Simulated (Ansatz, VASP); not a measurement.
# Sn4Te3Se (SnTe0.75Se0.25, rock salt): VASP beside Ansatz

Wanted: the spread between two codes on one cell, functional and k mesh. The cell is invented: As first built, before any earlier steps moved the atoms or strained the cell (in the runner's words): 1x2x2 conventional cells of the SnTe type (32 atoms: 4 Se, 16 Sn, 12 Te); Te/Se share their sites, one random draw; start lattice by linear mixing of the end members' cells; atoms moved at random by 0.02 A. It may not be a known or stable phase. Of the first pair: The structure shown is the start of the Ansatz relaxation below; VASP solves that cell, so the two are compared at the walk's first step.

Main program and level: Ansatz 0.2.0; plane waves, with VASP 6.6.1 beside it; PBE.

**1. Set-up**

The cell holds 32 atoms: 4 Se, 16 Sn and 12 Te. Its edges and angles: a = 6.231 Å, b = 12.463 Å, c = 12.463 Å, α = 90.0°, β = 90.0°, γ = 90.0°. It derives from SnTe (SnTe type, space group 225), repeated 1×2×2. As first built, before any earlier steps moved the atoms or strained the cell (in the runner's words): 1x2x2 conventional cells of the SnTe type (32 atoms: 4 Se, 16 Sn, 12 Te); Te/Se share their sites, one random draw; start lattice by linear mixing of the end members' cells; atoms moved at random by 0.02 A.

**2. Ansatz: relaxation, PBE**

Ansatz runs on its default PAW (the set named soft_2) files.

The two programs are compared at the cell with which this relaxation starts, whose forces are those of its first step.

File input.yaml:

```yaml
crystal:
  lattice:
    - [6.23128, 0.0, 0.0]
    - [0.0, 12.46255, 0.0]
    - [0.0, 0.0, 12.46255]
  atoms:
    - { symbol: Se, position: [0.50115, 0.25017, 0.74851] }
    - { symbol: Se, position: [0.49991, 0.75112, 0.24784] }
    - { symbol: Se, position: [0.99853, 0.49695, 0.24793] }
    - { symbol: Se, position: [0.49409, 0.49962, 0.49797] }
    - { symbol: Sn, position: [0.00087, 0.00025, 0.9997] }
    - { symbol: Sn, position: [0.99192, 0.24914, 0.24992] }
    - { symbol: Sn, position: [0.50036, 0.99754, 0.24923] }
    - { symbol: Sn, position: [0.49686, 0.2487, 0.0017] }
    - { symbol: Sn, position: [0.99741, 0.99995, 0.50142] }
    - { symbol: Sn, position: [0.99813, 0.24982, 0.75018] }
    - { symbol: Sn, position: [0.5002, 0.99803, 0.75012] }
    - { symbol: Sn, position: [0.50436, 0.24752, 0.50138] }
    - { symbol: Sn, position: [0.00038, 0.49897, 0.00321] }
    - { symbol: Sn, position: [0.00245, 0.74808, 0.25012] }
    - { symbol: Sn, position: [0.50185, 0.4997, 0.2511] }
    - { symbol: Sn, position: [0.49979, 0.75107, 0.00231] }
    - { symbol: Sn, position: [0.99783, 0.50033, 0.49926] }
    - { symbol: Sn, position: [0.00041, 0.74809, 0.74907] }
    - { symbol: Sn, position: [0.49937, 0.50144, 0.75184] }
    - { symbol: Sn, position: [0.49575, 0.74872, 0.50104] }
    - { symbol: Te, position: [0.49361, 0.99926, 0.99984] }
    - { symbol: Te, position: [0.50403, 0.25111, 0.24947] }
    - { symbol: Te, position: [0.99882, 0.9996, 0.25244] }
    - { symbol: Te, position: [0.99863, 0.24951, 0.00057] }
    - { symbol: Te, position: [0.49961, 0.99968, 0.49821] }
    - { symbol: Te, position: [0.99996, 0.99929, 0.75187] }
    - { symbol: Te, position: [0.0021, 0.24996, 0.50107] }
    - { symbol: Te, position: [0.49891, 0.50169, 0.99999] }
    - { symbol: Te, position: [0.00187, 0.74793, 0.00056] }
    - { symbol: Te, position: [0.49458, 0.74673, 0.74951] }
    - { symbol: Te, position: [0.99711, 0.50026, 0.7536] }
    - { symbol: Te, position: [0.99733, 0.749, 0.50033] }
kpoints:
  mp_grid: { grid: [4, 2, 2], shift: [0.5, 0.5, 0.5] }
hamiltonian:
  xc: pbe
scf:
  occupations: { method: methfessel_paxton, width: 0.15 }
output:
  forces: true
  stress: true
relax:
  f_tol: 0.02
  max_steps: 45
  cell: { stress_tol: 0.1 }
```

Run with:

```bash
ansatz run input.yaml --threads 4 --pin off --max-ram 15360MiB --backend cpu --events-out ev --progress --plain --runs-dir out
```

Numbers of over 12 decimals in the logs are rounded to 6 here.

The log of the run:

```text
The last accepted step is kept in <dir> (removed where the run ends without a failure and the disk answers)
Engine: ansatz 0.2.0, aarch64-unknown-linux-gnu
Pseudopotentials: kind: paw
Pseudopotential: Se, paw, valence charge 16, recommended cutoff 420 eV (normal), Se.paw.azcp
Pseudopotential: Sn, paw, valence charge 14, recommended cutoff 420 eV (normal), Sn.paw.azcp
Pseudopotential: Te, paw, valence charge 16, recommended cutoff 420 eV (normal), Te.paw.azcp
Functional definition: PBE
  parameter kappa = 0.804
  parameter beta = 0.066725
  exchange = pbe_x(kappa = kappa, mu = beta*pi^2/3)
  correlation = pbe_c(beta = beta)
Crystal: 32 atoms, lattice volume = 967.812 Å³
Basis set: ecut = 420 eV, 18909 PW (Γ), exchange–correlation on 90×180×180 points (8 copies of the dense FFT grid, shifted against one another)
Bands: 288, of which v1, the nominal top of the filled ones, is band 240 counted from 1 (239 counted from 0)
Symmetry: 1 space group operations
Space group: P1 (ITA 1), of the structure as read, at distance tolerance 9.9e-5 Å
k-points: 8 of 16 (time reversal used)
Non-local potential: Se, projectors of the file, l = 0: 2, l = 1: 2, l = 2: 3, l = 3: 1
Non-local potential: Sn, projectors of the file, l = 0: 2, l = 1: 2, l = 2: 2, l = 3: 2
Non-local potential: Te, projectors of the file, l = 0: 2, l = 1: 2, l = 2: 2, l = 3: 2
PAW form: soft (Blöchl's): semilocal exchange-correlation on the pseudo side does not see the compensation charge
PAW one-centre angular grid: Se, 590 points (default); XC on 64 Gauss nodes
PAW one-centre angular grid: Sn, 590 points (default); XC on 64 Gauss nodes
PAW one-centre angular grid: Te, 590 points (default); XC on 64 Gauss nodes
Initial density: superposition of atomic densities (neutral atoms: chi_scale 0, normalization atom), corrected by the library's trained network
Initial wavefunctions: pseudopotential atomic-orbital guess
Functional: x = pbe(κ = 0.804, μ = 0.219515), c = pbe(β = 0.066725)
SCF iter   1: F=—  HF=-202032.618774 eV  |F-HF|=—  |Δ(HF+E_count)|=         —  Δρ=9.35e-4  dr2=2.38e-2  ethr=1.77e-3  ⟨swp⟩=7.1  Hψ=9239  notcnv=0
preconditioner: auto → Resta (q_TF=auto, 2.427 Å⁻¹)  ε∞=4.5  [insulator: Δε(μ)=0.662 eV  Ē_g=8.120 eV  σ=0.150 eV  W_gap=1.01  n_scr=232 (ndim 8)  ℏωp=15.1 eV  f_vac=0.011  D(μ)=-0.16/eV (n_scr^D=0)  ε∞_Penn≈4.5]
SCF iter   2: F=—  HF=-202032.597383 eV  |F-HF|=—  |Δ(HF+E_count)|=   2.14e-2  S|Δr|=    0.00e0  Δρ=6.40e-4  dr2=4.92e-3  ethr=4.96e-6  ⟨swp⟩=2.0  Hψ=4416  notcnv=0
SCF iter   3: F=—  HF=-202032.597175 eV  |F-HF|=—  |Δ(HF+E_count)|=   2.08e-4  S|Δr|=    0.00e0  Δρ=1.84e-4  dr2=4.51e-4  ethr=1.03e-6  ⟨swp⟩=2.9  Hψ=3170  notcnv=0
SCF iter   4: F=—  HF=-202032.597287 eV  |F-HF|=—  |Δ(HF+E_count)|=   1.12e-4  S|Δr|=    0.00e0  Δρ=7.09e-5  dr2=4.90e-5  ethr=9.40e-8  ⟨swp⟩=2.0  Hψ=2672  notcnv=0
SCF iter   5: F=—  HF=-202032.597615 eV  |F-HF|=—  |Δ(HF+E_count)|=   3.28e-4  S|Δr|=    0.00e0  Δρ=2.08e-5  dr2=9.75e-6  ethr=1.02e-8  ⟨swp⟩=2.0  Hψ=3964  notcnv=0
SCF iter   6: F=—  HF=-202032.597616 eV  |F-HF|=—  |Δ(HF+E_count)|=   7.73e-7  S|Δr|=    0.00e0  Δρ=7.66e-6  dr2=1.24e-6  ethr=2.03e-9  ⟨swp⟩=2.0  Hψ=3969  notcnv=0
SCF iter   7: F=—  HF=-202032.597616 eV  |F-HF|=—  |Δ(HF+E_count)|=   5.27e-7  S|Δr|=    0.00e0  Δρ=2.88e-6  dr2=1.27e-7  ethr=2.58e-10  ⟨swp⟩=2.0  Hψ=3967  notcnv=0
SCF iter   8: F=-202032.597616 eV  HF=-202032.597616 eV  |F-HF|=5.73e-9  |Δ(HF+E_count)|=   9.49e-8  S|Δr|=    0.00e0  Δρ=1.03e-6  dr2=2.65e-8  ethr=2.08e-11  ⟨swp⟩=4.0  Hψ=6688  notcnv=0
WARN: on these k-points the computed levels leave a gap of 0.6450 eV at the electron count, 4.3 widths of the methfessel_paxton smearing (0.1500 eV); against the step filling of these same bands (every level under the gap full, every level over it empty) smearing changes F+E_penalty+E_count by +0.256 meV and its σ→0 estimate by -0.446 meV; at least one of the two is larger in size than the energy tolerance (0.100 meV [...]
SCF 1 converged in 8 iterations: F = -202032.597616 eV  dr2 = 2.65e-8
  greatest PAW one-centre occupation: 1.000 electrons in one spin orbital (limit 2), on the Se atom at site 1 (counted from 0), in its partial waves of l = 2
relax step   1: F+E_penalty+E_count = -202032.59761616 eV  Δ(F+E_penalty+E_count) = +0.000e0 eV  max|allowed force component| = 5.321e-1 eV/Å  Δτ_max = 0.0000 Å  P = +2.512 GPa  Ω = 967.812 Å³  (8 SCF iters, dr2 threshold 1.00e-7 eV, accepted)
Crystal: 32 atoms, lattice volume = 1057.801 Å³
[...]
Initial wavefunctions: pseudopotential atomic-orbital guess (no wavefunctions were taken with the density)
iter 1 solved again at ethr=3.02e-7 eV; its pass at ethr=3.10e-3 eV (dr2=1.45e-3 eV) is discarded
SCF iter   1: F=—  HF=-202033.386967 eV  |F-HF|=—  |Δ(HF+E_count)|=         —  Δρ=3.99e-4  dr2=4.37e-5  ethr=3.02e-7  ⟨swp⟩=4.0  Hψ=15039  notcnv=0
preconditioner: auto → Resta (q_TF=auto, 2.400 Å⁻¹)  ε∞=4.4  [insulator: Δε(μ)=0.833 eV  Ē_g=7.877 eV  σ=0.150 eV  W_gap=1.00  n_scr=238 (ndim 8)  ℏωp=14.6 eV  f_vac=0.019  D(μ)=-0.01/eV (n_scr^D=0)  ε∞_Penn≈4.4]
SCF iter   2: F=—  HF=-202033.407968 eV  |F-HF|=—  |Δ(HF+E_count)|=   2.10e-2  S|Δr|=    0.00e0  Δρ=2.01e-4  dr2=1.01e-5  ethr=9.10e-9  ⟨swp⟩=3.0  Hψ=4526  notcnv=0
[...]
SCF converged after 7 iterations
Stability not checked: this state was not tested for a lower state beside it, because cold or Methfessel-Paxton smearing, or corrected tetrahedra, fill the levels in a way that the test cannot read (fill_not_monotonic; see scf.lower_state_search)
Free energy (F): -202033.415416 eV
Harris-Foulkes:  -202033.415416 eV  (|F-HF|=1.16e-10)
Internal energy: -202033.415538 eV  (E = F + TS)
E sigma→0 (E₀):  -202033.415446 eV
Entropy (-TS):   0.000122 eV (0.004 meV/atom)
Fermi energy:    8.735574 eV
Step filling:    the computed levels leave a gap of 0.8323 eV = 5.5 smearing widths at the electron count; against every level under it full and every level over it empty, smearing changes F+E_penalty+E_count by +6.88e-3 meV and its σ→0 estimate by -0.024 meV
--- Per-component energies (eV) ---
  E_band       = -6541.474890
  E_kinetic    = 5588.752138
  E_local      = -41230.555939  (includes V_loc(G=0)·N_el)
  E_nonlocal   = -6631.369139
  E_hartree    = 24096.787687
  E_xc         = -8034.284348
  E_vxc        = -3178.439260  (∫ρ·V_xc dr)
  E_paw        = -129721.686392  (= ΣΔE_a)
  E_vpaw       = -9283.434887  (= ΣTr[D̂ρ^β])
  E_aug_tail   = -0.004662  (compensation charges beyond the density's cutoff)
  E_ewald      = -46101.054882
  E_smearing   = 0.000122  (= −TS)
  E_closure    = 0.000000  (closes the sum)
  Σ components = -202033.415416   (vs F -202033.415416, Δ=0.00e0)
--- Forces (eV/Å), atoms counted from 1 ---
  atom   1  Se    -0.00162611    -0.00567702     0.00587684
  atom   2  Se     0.00331765     0.00811104     0.00746350
  atom   3  Se     0.00554484    -0.00788134     0.00575699
  atom   4  Se    -0.00370724     0.00479743     0.00607827
  atom   5  Sn     0.00147035     0.00040363    -0.00080324
  atom   6  Sn     0.00142138    -0.00119496     0.00505854
  atom   7  Sn    -0.00325378    -0.00403213     0.00060354
  atom   8  Sn     0.00018896    -0.00244833     0.00048237
  atom   9  Sn     0.00169054     0.00212861    -0.00061464
  atom  10  Sn     0.00097748    -0.00073802    -0.00372764
  atom  11  Sn     0.00041782     0.00160232     0.00022348
  atom  12  Sn     0.00165597    -0.00222693    -0.00296207
  atom  13  Sn    -0.00579014     0.00443450     0.00760332
  atom  14  Sn     0.00403405    -0.00598577    -0.00388129
  atom  15  Sn     0.00302958     0.00919089    -0.01319239
  atom  16  Sn     0.00011618     0.00017402    -0.00350192
  atom  17  Sn    -0.01136655     0.00061093    -0.00935682
  atom  18  Sn    -0.00298969     0.00283469    -0.00083901
  atom  19  Sn     0.00647314    -0.00151741     0.00145969
  atom  20  Sn    -0.00228059    -0.00253336     0.00108065
  atom  21  Te     0.00007200     0.00102547    -0.00000749
  atom  22  Te    -0.00030019     0.00163230    -0.00537823
  atom  23  Te    -0.00236936    -0.00319448     0.00016939
  atom  24  Te     0.00179557     0.00168512     0.00039268
  atom  25  Te    -0.00125790     0.00384047     0.00166687
  atom  26  Te    -0.00135613     0.00130333     0.00331543
  atom  27  Te    -0.00140333     0.00373456    -0.00244296
  atom  28  Te    -0.00244638    -0.00497809     0.00160023
  atom  29  Te     0.00123780     0.00014107    -0.00458774
  atom  30  Te     0.00258980    -0.00159531     0.00284587
  atom  31  Te     0.00206774     0.00522593    -0.00458063
  atom  32  Te     0.00204531    -0.00887300     0.00419609
  max |Σ_I F_I| component: 2.33e-6 eV/Å
--- Stress (GPa, compression-positive) ---
       -0.012907       0.000501      -0.003958
        0.000501       0.005369      -0.000448
       -0.003958      -0.000448       0.001093
  P = ⅓ Tr σ = -0.0021 GPa (-0.021 kbar)
--- Relaxed structure (7 steps of the walk, 7 accepted, 1 SCFs on fresh bases) ---
  F+E_penalty+E_count = -202033.41541588 eV   max|allowed force component| = 1.319e-2 eV/Å   (the final SCF, on the basis selected at the relaxed cell)
  cell:  # Å, volume = 1035.1742 Å³
    - [6.386204, -0.034739, 0.036626]
    - [-0.069478, 12.727923, -0.107505]
    - [0.073251, -0.107505, 12.737115]
  atoms:
    - { symbol: Se, position: [0.515599, 0.256630, 0.743167] }
    - { symbol: Se, position: [0.473084, 0.755086, 0.241866] }
    - { symbol: Se, position: [0.980584, 0.507500, 0.244064] }
    - { symbol: Se, position: [0.490901, 0.505921, 0.493390] }
    - { symbol: Sn, position: [-0.00111299, -0.00265266, 1.003799] }
    - { symbol: Sn, position: [1.001305, 0.248040, 0.253319] }
    - { symbol: Sn, position: [0.497368, 0.984449, 0.252361] }
    - { symbol: Sn, position: [0.497205, 0.247585, 0.00501345] }
    - { symbol: Sn, position: [1.007433, 0.996476, 0.503354] }
    - { symbol: Sn, position: [0.967729, 0.247410, 0.753018] }
    - { symbol: Sn, position: [0.497201, 0.995085, 0.751602] }
    - { symbol: Sn, position: [0.510324, 0.247954, 0.516294] }
    - { symbol: Sn, position: [0.000508146, 0.497472, 0.016692] }
    - { symbol: Sn, position: [0.024761, 0.737627, 0.251161] }
    - { symbol: Sn, position: [0.530163, 0.498625, 0.262555] }
    - { symbol: Sn, position: [0.495286, 0.747159, 0.014950] }
    - { symbol: Sn, position: [1.042198, 0.497212, 0.501532] }
    - { symbol: Sn, position: [-2.3576481669453433e-5, 0.745968, 0.752628] }
    - { symbol: Sn, position: [0.509896, 0.484374, 0.750955] }
    - { symbol: Sn, position: [0.505560, 0.734889, 0.502909] }
    - { symbol: Te, position: [0.489521, 1.003363, 0.996100] }
    - { symbol: Te, position: [0.495364, 0.255989, 0.246287] }
    - { symbol: Te, position: [0.988588, 1.004784, 0.245920] }
    - { symbol: Te, position: [0.990059, 0.254226, -0.00354704] }
    - { symbol: Te, position: [0.495271, 1.004780, 0.496122] }
    - { symbol: Te, position: [0.990561, 1.003798, 0.745745] }
    - { symbol: Te, position: [0.0035481, 0.253238, 0.496802] }
    - { symbol: Te, position: [0.491515, 0.503330, 0.995387] }
    - { symbol: Te, position: [-0.013114, 0.753830, -0.00414257] }
    - { symbol: Te, position: [0.492339, 0.753555, 0.743465] }
    - { symbol: Te, position: [1.002930, 0.502997, 0.743797] }
    - { symbol: Te, position: [0.995629, 0.752531, 0.494746] }
```

**3. VASP: single point, PBE, start cell, pair 1**

The same cell, functional, mesh and smearing now go to VASP, with its own data sets.

Lines of VASP's logs that name or quote its potential files are left out, and so is its time.

File INCAR:

```
SYSTEM = Sn4Te3Se
PREC = Accurate
ENCUT = 400
EDIFF = 1E-06
NELM = 120
ISMEAR = 1
SIGMA = 0.15
LREAL = Auto
ALGO = Normal
GGA = PE
NBANDS = 188
LORBIT = 11
LWAVE = .FALSE.
LCHARG = .FALSE.
ISIF = 2
ISYM = 0
LASPH = .TRUE.
GGA_COMPAT = .FALSE.
EFERMI = MIDGAP
KPAR = 4
```

File POSCAR:

```
Sn4Te3Se
1.0
    6.2312800000      0.0000000000      0.0000000000
    0.0000000000     12.4625500000      0.0000000000
    0.0000000000      0.0000000000     12.4625500000
Se Sn Te
4 16 12
Direct
    0.5011490416      0.2501735199      0.7485065256
    0.4999133404      0.7511223626      0.2478385242
    0.9985267874      0.4969528708      0.2479267887
    0.4940878921      0.4996168521      0.4979719239
    0.0008665956      0.0002487452      0.9996990985
    0.9919149838      0.2491384187      0.2499167506
    0.5003626863      0.9975406317      0.2492266831
    0.4968642077      0.2486970965      0.0017010965
    0.9974034227      0.9999478437      0.5014222611
    0.9981255858      0.2498204621      0.7501835499
    0.5002022056      0.9980300982      0.7501193576
    0.5043586550      0.2475175626      0.5013821409
    0.0003851536      0.4989669048      0.0032096160
    0.0024553543      0.7480812514      0.2501173516
    0.5018551566      0.4996970925      0.2510962845
    0.4997849559      0.7510661943      0.0023109235
    0.9978367205      0.5003309917      0.4992637943
    0.0004172497      0.7480892755      0.7490682084
    0.4993677062      0.5014383092      0.7518365022
    0.4957568910      0.7487231746      0.5010371072
    0.4936064500      0.9992577763      0.9998435312
    0.5040376937      0.2511123325      0.2494674043
    0.9988156526      0.9996028100      0.2524362992
    0.9986230758      0.2495075245      0.0005697068
    0.4996084272      0.9996830504      0.4982126451
    0.9999550654      0.9992898725      0.7518685983
    0.0021022968      0.2499568708      0.5010692033
    0.4989023122      0.5016870544      0.9999879639
    0.0018776239      0.7479287947      0.0005616828
    0.4945853821      0.7467332127      0.7495095306
    0.9971145575      0.5002587753      0.7536017910
    0.9973231824      0.7489959920      0.5003309917
```

File KPOINTS:

```
Points of the shifted mesh
16
Reciprocal
 0.1250000000  0.2500000000  0.2500000000 1
 0.1250000000  0.2500000000  0.7500000000 1
 0.1250000000  0.7500000000  0.2500000000 1
 0.1250000000  0.7500000000  0.7500000000 1
 0.3750000000  0.2500000000  0.2500000000 1
 0.3750000000  0.2500000000  0.7500000000 1
 0.3750000000  0.7500000000  0.2500000000 1
 0.3750000000  0.7500000000  0.7500000000 1
 0.6250000000  0.2500000000  0.2500000000 1
 0.6250000000  0.2500000000  0.7500000000 1
 0.6250000000  0.7500000000  0.2500000000 1
 0.6250000000  0.7500000000  0.7500000000 1
 0.8750000000  0.2500000000  0.2500000000 1
 0.8750000000  0.2500000000  0.7500000000 1
 0.8750000000  0.7500000000  0.2500000000 1
 0.8750000000  0.7500000000  0.7500000000 1
```

PAW data sets: Se, Sn_d and Te (PBE family, release 64).

Run with:

```bash
mpirun -np 4 vasp_std
```

The log of the run:

```text
[banner, memory and clock lines left out]
running    4 mpi-ranks, on    1 nodes
[...]
LDA part: xc-table for (Slater+PW92), standard interpolation
 POSCAR, INCAR and KPOINTS ok, starting setup
[...]
entering main loop
       N       E                     dE             d eps       ncg     rms          rms(c)
DAV:   1     0.371301753875E+04    0.37130E+04   -0.11540E+05  6016   0.177E+03
DAV:   2     0.615771706038E+03   -0.30972E+04   -0.30375E+04  6016   0.520E+02
DAV:   3    -0.483987166659E+02   -0.66417E+03   -0.63001E+03  6744   0.209E+02
DAV:   4    -0.120264643947E+03   -0.71866E+02   -0.68829E+02  6992   0.647E+01
[...]
DAV:  14    -0.122648271120E+03   -0.72604E-06   -0.10089E-05  6816   0.147E-02    0.272E-02
DAV:  15    -0.122648268411E+03    0.27092E-05   -0.68975E-06  5824   0.882E-03    0.105E-02
DAV:  16    -0.122648268093E+03    0.31865E-06   -0.25782E-06  4856   0.474E-03
   1 F= -.12264827E+03 E0= -.12265322E+03  d E =0.148409E-01
```

OUTCAR, selected parts (step 3):

```text
  Total       15.3491160     14.7320704     14.5244406     -0.0156211     -0.1230462      0.0058670
  in kB       25.4098942     24.3883981     24.0446745     -0.0258601     -0.2036984      0.0097127
  external PRESSURE =      24.6143222 kB  Pullay stress =       0.0000000 kB

 POSITION                                       TOTAL-FORCE (eV/Angst)
 -----------------------------------------------------------------------------------
      3.12280      3.11780      9.32830         0.008842     -0.067851      0.004807
      3.11510      9.36090      3.08870        -0.015373      0.018765      0.002522
      6.22210      6.19330      3.08980        -0.011759      0.070537      0.078258
      3.07880      6.22650      6.20600         0.016722      0.033818      0.029571
      0.00540      0.00310     12.45880        -0.082169     -0.052561      0.055460
      6.18090      3.10490      3.11460         0.166829      0.357814      0.032371
      3.11790     12.43190      3.10600        -0.016613     -0.348868      0.001153
      3.09610      3.09940      0.02120         0.026239      0.059225     -0.422937
      6.21510     12.46190      6.24900         0.035379      0.007694      0.014596
      6.21960      3.11340      9.34920        -0.015665     -0.018425      0.004412
      3.11690     12.43800      9.34840         0.005567      0.422452     -0.012931
      3.14280      3.08470      6.24850        -0.055828      0.426203      0.418941
      0.00240      6.21840      0.04000        -0.010227      0.013088      0.347038
      0.01530      9.32300      3.11710         0.001781     -0.321065     -0.026357
[...]
-----------------------------------------------------------------------------------
    total drift:                               -0.024900     -0.021190      0.023598

  FREE ENERGIE OF THE ION-ELECTRON SYSTEM (eV)
  ---------------------------------------------------
  free  energy   TOTEN  =      -122.6482680926 eV

  energy  without entropy=     -122.6631090385  energy(sigma->0) =     -122.65321507

[... 3 further parts left out ...]
[key lines of the parts left out:]
E-fermi :   7.0361
```

The gap is read on the k-mesh alone, so it is an upper bound where the band edges lie off the mesh. Methfessel-Paxton smearing is not meant for a cell with a gap.

(Part 1 of 2 ends here.)

[Lines on the potential files, build, host, timing and source positions are cut from VASP's logs without a mark.]

[Logs are printed without paths, hosts, clocks, repeated set-up lines and the standing remarks that a program may print on its own settings, such as how far it seeks lower states.]

[Hosts, paths, dates, database ids (printed as entryN), source tags and the programs' standing remarks are cut or masked in the printed files.]
